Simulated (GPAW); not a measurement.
CdSe (Cadmoselite):

```xyz
4
Lattice="4.3000 0.0000 0.0000 -2.1500 3.7239 0.0000 0.0000 0.0000 7.0200" Properties=species:S:1:pos:R:3 pbc="T T T"
Cd    2.1500    1.2413    3.5100
Cd    0.0000    2.4826    0.0000
Se    2.1500    1.2413    6.2127
Se    0.0000    2.4826    2.7027
```

Base run:

```yaml
Program: GPAW 26.7.0
Functional: vdW-DF2
Potentials_or_basis: GPAW PAW data sets (gpaw-data 1.2.1)
Cutoff: 600 eV
Basis: pw
k_mesh: 5 × 5 × 3
Occupations: fermi-dirac, width 0.05 eV
Spin: spin-orbit coupling, no magnetisation
```

Its results: band gap on the k mesh 0.37 eV, direct; largest force 0.336 eV/Å.

Question: The run is repeated on the same cell with these changes: functional from vdW-DF2 to optPBE-vdW; band points from 80 to 100. What comes out?

Answer: Band gap on the k mesh 0.57 eV, direct; largest force 0.309 eV/Å.

Caveats: spin-orbit coupling was added after a scalar SCF, so levels and gaps hold it while energy, forces, pressure and moments don't; this program's spin-orbit splittings come out too wide for heavy elements; the PAW data sets were made with another functional, which shifts forces and pressure a little.

Not every run made on this cell is shown here.
